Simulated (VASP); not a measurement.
A run of VASP 6.6.1 is set up as follows.

INCAR

```
SYSTEM = Pb
ADDGRID = .False. ; ALGO = Normal
EDIFF = 1E-8 ; ENCUT = 900
GGA = CA ; ISIF = 2
ISMEAR = 1 ; LASPH = .True.
LCHARG = .False. ; LREAL = .False.
LWAVE = .False. ; NELM = 100
PREC = Accurate ; SIGMA = 0.1
```

KPOINTS

```
k-points
0
Gamma
  22 22 11
  0 0 0
```

The input POSCAR:

```
Pb
1.0
    3.0386068135     -1.7503199600      0.0000000000
    3.0386068135      1.7503199600      0.0000000000
   -2.1154626375      0.0000000000      6.0952248674
Pb
2
Direct
    0.9085084100      0.9085084100      0.7262922000
    0.0914915900      0.0914915900      0.2737078000
```

Potentials or basis: VASP PAW LDA potentials, release 64 (Pb_d).

The run is started by

```bash
$ cat potpaw_LDA.64/Pb_d/POTCAR > POTCAR
$ mpirun -np 1 vasp_std > vasp.out
```

(1) Predict the band gap on the k mesh.

(2) What does it give for the largest force?

(3) Estimate the pressure.

Answers

(1) none (metal or under the smearing width).

(2) 0.071 eV/Å.

(3) -2.9 GPa.
